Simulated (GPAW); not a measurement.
Set up this calculation in GPAW 26.7.0, as an ASE script.

* Task: relaxation of cell and atoms
* Functional: PBEsol
* Potentials or basis: PAW data sets generated in the run's folder for this functional
* Cutoff: 800 eV
* Basis: pw
* k mesh: 7 × 7 × 4
* Occupations: fermi-dirac, width 0.05 eV
* Spin: no spin polarisation
* Target pressure: 10 GPa
* Maxiter: 150
* Optimizer: BFGS
* Fmax: 0.02 eV/Å
* Max steps: 60
* Target pressure: 10 GPa
* Convergence: density=1e-05 forces=0.0001

The system is GaN.

```
Ga N
1.0
     3.18000    0.00000    0.00000
    -1.59000    2.75396    0.00000
     0.00000    0.00000    5.16600
Ga N
2 2
Direct
  0.66667 0.33333 0.50000
  0.33333 0.66667 0.00000
  0.66667 0.33333 0.87500
  0.33333 0.66667 0.37500
```

These files were run (other wordings do the same):

run.py

```python
from ase import Atoms
from ase.filters import FrechetCellFilter
from ase.io import write
from ase.optimize import BFGS
from ase.units import GPa
from gpaw import GPAW, PW, setup_paths

setup_paths.insert(0, '.')

atoms = Atoms(['Ga', 'Ga', 'N', 'N'],
              cell=[[3.18, 0.0, 0.0],
                    [-1.59, 2.753960784, 0.0],
                    [0.0, 0.0, 5.166]],
              scaled_positions=[[0.6666666667, 0.3333333333, 0.5],
                                [0.3333333333, 0.6666666667, 0.0],
                                [0.6666666667, 0.3333333333, 0.875],
                                [0.3333333333, 0.6666666667, 0.375]],
              pbc=True)

calc = GPAW(mode=PW(800),
            xc='PBEsol',
            kpts={'size': (7, 7, 4), 'gamma': True},
            occupations={'name': 'fermi-dirac', 'width': 0.05},
            nbands=18,
            convergence={'density': 1e-05, 'forces': 0.0001},
            maxiter=150,
            txt='gpaw.txt')
atoms.calc = calc
opt = BFGS(FrechetCellFilter(atoms, scalar_pressure=10 * GPa), trajectory='relax.traj', logfile='-')
done = opt.run(fmax=0.02, steps=60)
calc.write('gs.gpw')
write('result.traj', atoms)
print('Converged:', done)
print('Cell:', atoms.cell.cellpar().round(4))
print('Volume:', round(atoms.get_volume(), 4))
print(atoms.get_scaled_positions().round(5))
```

Potentials or basis: PAW data sets generated in the run's folder for this functional, pw.

Command:

```sh
$ gpaw-setup -f PBEsol Ga N
$ OMP_NUM_THREADS=1 python run.py
```

Results of the run:

```
Relaxed volume                                         : 11.28 Å³/atom
Relaxed cell                                           : a = 3.176 Å, b = 3.176 Å, c = 5.164 Å, α = 90.00°, β = 90.00°, γ = 120.00°
Space group after relaxing (to 0.05 Å)                 : P6_3mc (No. 186)
Energy change on relaxing (the enthalpy is what falls) : +1.5 meV/atom
Ionic steps                                            : 5
Pressure after relaxing                                : 10.0 GPa
Largest force after relaxing                           : 0.004 eV/Å
Band gap on the k mesh                                 : 2.07 eV, direct
```

Caveat: the data sets keep Ga 3d, Li 1s and Be 1s frozen, and some such compounds lay over 1.5 % in volume off other programs; later steps reuse the first step's grids.

It took 87 s on 1 thread of Arm Neoverse V2 (shared host), peak memory 0.21 GiB.
